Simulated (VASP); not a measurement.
# WS2 in VASP: further runs, part 2 of 2

VASP 6.6.1.

## (3) Single point, PBEsol+D3(BJ)

This run uses another cell than the first one, of 49.72 Å³/atom, 0.587 times its volume.

Input file INCAR:

```
PREC = Accurate
ENCUT = 520
EDIFF = 1E-6
ISMEAR = 0
SIGMA = 0.03
LREAL = F
LASPH = T
NELM = 100
ALGO = Fast
ISIF = 2
LWAVE = F
LCHARG = T
LDIPOL = T
IDIPOL = 3
DIPOL = 0.5 0.5 0.500
GGA = PS
IVDW = 12
LELF = T
LVHAR = T
LVACPOTAV = T
NBANDS = 20
```

Input file KPOINTS:

```
Automatic mesh
0
Gamma
  12 12 1
```

Input file POSCAR:

```
WS2
1.0
    3.1700000000      0.0000000000      0.0000000000
   -1.5850000000      2.7453005300      0.0000000000
    0.0000000000      0.0000000000     17.1400000000
S W
2 1
Direct
    0.6666670000      0.3333330000      0.4084014002
    0.6666670000      0.3333330000      0.5915985998
    0.3333330000      0.6666670000      0.5000000000
```

Potentials or basis: VASP PAW PBE potentials, release 64 (S, W_sv).

Launch:

```sh
$ cat potpaw_PBE.64/S/POTCAR potpaw_PBE.64/W_sv/POTCAR > POTCAR
$ mpirun -np 1 vasp_std > vasp.out
```

OUTCAR:

```text
PREC = Accurate
   ENCUT = 520
   EDIFF = 1E-6
   ISMEAR = 0
   LREAL = F
   LASPH = T
   NELM = 100
   ISIF = 2
   GGA = PS
   IVDW = 12
 IVDW          = 12

 ion  position               nearest neighbor table
   1  0.667  0.333  0.408-   3 2.41   3 2.41   3 2.41
   2  0.667  0.333  0.592-   3 2.41   3 2.41   3 2.41
   3  0.333  0.667  0.500-   1 2.41   2 2.41   1 2.41   2 2.41   1 2.41   2 2.41

  LATTYP: Found a hexagonal cell.
 ALAT       =     3.1700000000
 C/A-ratio  =     5.4069400631

  Lattice vectors:

 A1 = (   3.1700000000,   0.0000000000,   0.0000000000)
 A2 = (  -1.5850000000,   2.7453005300,   0.0000000000)
 A3 = (   0.0000000000,   0.0000000000,  17.1400000000)

Analysis of symmetry for initial positions (statically):
=====================================================================
 Subroutine PRICEL returns:
 Original cell was already a primitive cell.

 Routine SETGRP: Setting up the symmetry group for a
 hexagonal supercell.

 Subroutine GETGRP returns: Found 12 space group operations
 (whereof 12 operations were pure point group operations)
 out of a pool of 24 trial point group operations.

The static configuration has the point symmetry D_3h.

Analysis of symmetry for dynamics (positions and initial velocities):
=====================================================================
 Subroutine PRICEL returns:
 Original cell was already a primitive cell.

 Routine SETGRP: Setting up the symmetry group for a
 hexagonal supercell.

 Subroutine GETGRP returns: Found 12 space group operations
 (whereof 12 operations were pure point group operations)
 out of a pool of 24 trial point group operations.

The dynamic configuration has the point symmetry D_3h.

 Subroutine INISYM returns: Found 12 space group operations
 (whereof 12 operations are pure point group operations),
 and found     1 'primitive' translations

----------------------------------------------------------------------------------------

                                     Primitive cell

  volume of cell :     149.1626

  direct lattice vectors                    reciprocal lattice vectors
     3.170000000  0.000000000  0.000000000     0.315457413  0.182129422  0.000000000
    -1.585000000  2.745300530  0.000000000     0.000000000  0.364258845  0.000000000
     0.000000000  0.000000000 17.140000000     0.000000000  0.000000000  0.058343057

  length of vectors
     3.170000000  3.170000000 17.140000000     0.364258845  0.364258845  0.058343057

  position of ions in fractional coordinates (direct lattice)
     0.666667000  0.333333000  0.408401400
     0.666667000  0.333333000  0.591598600
     0.333333000  0.666667000  0.500000000

  ion indices of the primitive-cell ions
   primitive index   ion index
                 1           1
                 2           2
                 3           3

----------------------------------------------------------------------------------------

 KPOINTS: Automatic mesh

Automatic generation of k-mesh.
 Grid dimensions read from file:
 generate k-points for:   12   12    1

 Generating k-lattice:

  Cartesian coordinates                     Fractional coordinates (reciprocal lattice)
     0.026288118  0.015177452  0.000000000     0.083333333  0.000000000  0.000000000
     0.000000000  0.030354904  0.000000000     0.000000000  0.083333333  0.000000000
     0.000000000  0.000000000  0.058343057     0.000000000  0.000000000  1.000000000

  Length of vectors
     0.030354904  0.030354904  0.058343057

  Shift w.r.t. Gamma in fractional coordinates (k-lattice)
     0.000000000  0.000000000  0.000000000

 Subroutine IBZKPT returns following result:
 ===========================================

 Found     19 irreducible k-points:

 Following reciprocal coordinates:
            Coordinates               Weight
  0.000000  0.000000  0.000000      1.000000
  0.083333  0.000000  0.000000      6.000000
  0.166667  0.000000  0.000000      6.000000
  0.250000  0.000000  0.000000      6.000000
  0.333333 -0.000000  0.000000      6.000000
  0.416667  0.000000  0.000000      6.000000
[... 11 lines left out ...]
  0.333333  0.250000  0.000000     12.000000
  0.333333  0.333333  0.000000      2.000000
   k-points           NKPTS =     19   k-points in BZ     NKDIM =     19   number of bands    NBANDS=     20
   number of dos      NEDOS =    301   number of ions     NIONS =      3
   total plane-waves  NPLWV =  73728
   dimension x,y,z NGX =    24 NGY =   24 NGZ =  128
   dimension x,y,z NGXF=    48 NGYF=   48 NGZF=  256
   ions per type =               2   1
   NGX,Y,Z   is equivalent  to a cutoff of  12.59, 12.59, 12.42 a.u.
   NGXF,Y,Z  is equivalent  to a cutoff of  25.17, 25.17, 24.83 a.u.
 SYSTEM =  unknown system
   PREC   = accura    normal or accurate (medium, high low for compatibility)
   ISTART =      0    job   : 0-new  1-cont  2-samecut
   ICHARG =      2    charge: 1-file 2-atom 10-const
   ISPIN  =      1    spin polarized calculation?
   LNONCOLLINEAR =      F non collinear calculations
   LSORBIT =      F    spin-orbit coupling
   LASPH  =      T    aspherical Exc in radial PAW
   ENCUT  =  520.0 eV  38.22 Ry    6.18 a.u.   5.89  5.89 31.87*2*pi/ulx,y,z
   NELM   =    100;   NELMIN=  2; NELMDL= -5     # of ELM steps
   EDIFF  = 0.1E-05   stopping-criterion for ELM
   LREAL  =      F    real-space projection
   EDIFFG = 0.1E-04   stopping-criterion for IOM
   NSW    =      0    number of steps for IOM
   IBRION =     -1    ionic relax: 0-MD 1-quasi-New 2-CG
   NFREE  =      0    steps in history (QN), initial steepest desc. (CG)
   ISIF   =      2    stress and relaxation
   ISYM   =      2    0-nonsym 1-usesym 2-fastsym
   POTIM  = 0.5000    time-step for ionic-motion
   TEBEG  =    0.0;   TEEND  =   0.0 temperature during run
   PSTRESS=    0.0 pullay stress
   NELECT =      26.0000    total number of electrons
   NUPDOWN=      -1.0000    fix difference up-down
   EMIN   =  10.00;   EMAX   =-10.00  energy-range for DOS
   EFERMI =   0.00;   METHOD = LEGACY
   ISMEAR =     0;   SIGMA  =   0.03  broadening in eV -4-tet -1-fermi 0-gaus
   EFERMI_NEDOS =   21; number of points for ismear=-14 and -15
   IALGO  =     68    algorithm
   IMIX   =      4    mixing-type and parameters
     AMIX     =   0.40;   BMIX     =  1.00
     AMIX_MAG =   1.60;   BMIX_MAG =  1.00
  volume/ion in A,a.u.               =      49.72       335.53
  Fermi-wavevector in a.u.,A,eV,Ry     =   0.914491  1.728137 11.378460  0.836293
  Thomas-Fermi vector in A             =   2.039124
   LORBIT       =      0    0 simple, 1 ext, 2 COOP (PROOUT), +10 PAW based schemes
   GGA     = PS    functional components
   LHFCALC =     F    Hartree Fock is set to
   AEXX    =    0.0000 exact exchange contribution
   IVDW    =    12    specifies the selected vdW correction
   LEPSILON=     F    determine dielectric tensor
   LRPA    =     F    only Hartree local field effects (RPA)
 non-spin polarized calculation
 RMM-DIIS sequential band-by-band and
 Gauss-broadening in eV      SIGMA  =   0.03
  energy-cutoff  :      520.00
  volume of cell :      149.16
 maximum number of plane-waves:      4044
 NGX is ok and might be reduce to    24
   NGX = 11   NGY = 11   NGZ = 63

 number of electron      25.9999999 magnetization

 dipolmoment           0.000000      0.000000     -0.000000 electrons x Angstroem

 Free energy of the ion-electron system (eV)
  ---------------------------------------------------
  ext. energy  EPLUGINS =         0.00000000
  ---------------------------------------------------
  free energy    TOTEN  =       -25.24140054 eV

  energy without entropy =      -25.24140054  energy(sigma->0) =      -25.24140054

 E-fermi :  -1.1185     XC(G=0):  -4.5257

 val. band max:       -1.2700826441   @ k =   0.3333   0.3333   0.0000
 cond. band min:       0.5906709763   @ k =   0.3333   0.3333   0.0000
 fundamental gap:      1.8607536204
 Fermi energy:        -1.1184742286

 k-point     1 :       0.0000    0.0000    0.0000
  band No.  band energies     occupation
      1     -75.2219      2.00000
      2     -39.4753      2.00000
      3     -39.3061      2.00000
      4     -39.3061      2.00000
      5     -16.0467      2.00000
      6     -14.3918      2.00000
[... 426 lines left out ...]
     19       5.8465      0.00000
     20       8.0794      0.00000

------------------------ aborting loop because EDIFF is reached ----------------------------------------

 Edisp (eV)   -0.73718

 E8    (eV) :    -0.4956

  FORCE on cell =-STRESS in cart. coord.  units (eV):
  Direction    XX          YY          ZZ          XY          YZ          ZX
  --------------------------------------------------------------------------------------
  -------------------------------------------------------------------------------------
  Total      -1.74234    -1.74234    -0.88369     0.00000     0.00000     0.00000
  in kB     -18.71472   -18.71472    -9.49184     0.00000     0.00000     0.00000
  external pressure =      -15.64 kB  Pullay stress =        0.00 kB

 VOLUME and BASIS-vectors are now :
 -----------------------------------------------------------------------------
  energy-cutoff  :      520.00
  volume of cell :      149.16
      direct lattice vectors                 reciprocal lattice vectors
     3.170000000  0.000000000  0.000000000     0.315457413  0.182129422  0.000000000
    -1.585000000  2.745300530  0.000000000     0.000000000  0.364258845  0.000000000
     0.000000000  0.000000000 17.140000000     0.000000000  0.000000000  0.058343057

 POSITION                                       TOTAL-FORCE (eV/Angst)
 -----------------------------------------------------------------------------------
      1.58500      0.91510      7.00000         0.000000      0.000000      0.268272
      1.58500      0.91510     10.14000         0.000000      0.000000     -0.268272
     -0.00000      1.83020      8.57000        -0.000000     -0.000000     -0.000000
 -----------------------------------------------------------------------------------
    total drift:                                0.000148     -0.000085      0.000000

  FREE ENERGIE OF THE ION-ELECTRON SYSTEM (eV)
  ---------------------------------------------------
  free  energy   TOTEN  =       -25.9785803507 eV

  energy  without entropy=      -25.9785803507  energy(sigma->0) =      -25.97858035

 vacuum level on the upper side and lower side of the slab         4.451         4.451
```

It took 44 s on 1 thread of Intel Xeon 6975P-C (Granite Rapids), shared host; peak memory 0.27 GiB.

What came out:

* Free energy: -25.9786 eV
* Largest force: 0.268 eV/Å
* Band gap on the k mesh: 1.86 eV, direct
* Dispersion energy per atom: -0.246 eV
* Ionisation potential of the upper face: 5.72 eV

Forces in eV/Å, atoms in the order of the input:
```
S    0.000  0.000  0.268
S    0.000  0.000 -0.268
W    0.000  0.000  0.000
```

Caveat: the PAW data sets were made with another functional, which shifts forces and pressure a little; spin-orbit coupling is left out, which moves the levels of the heavy elements.
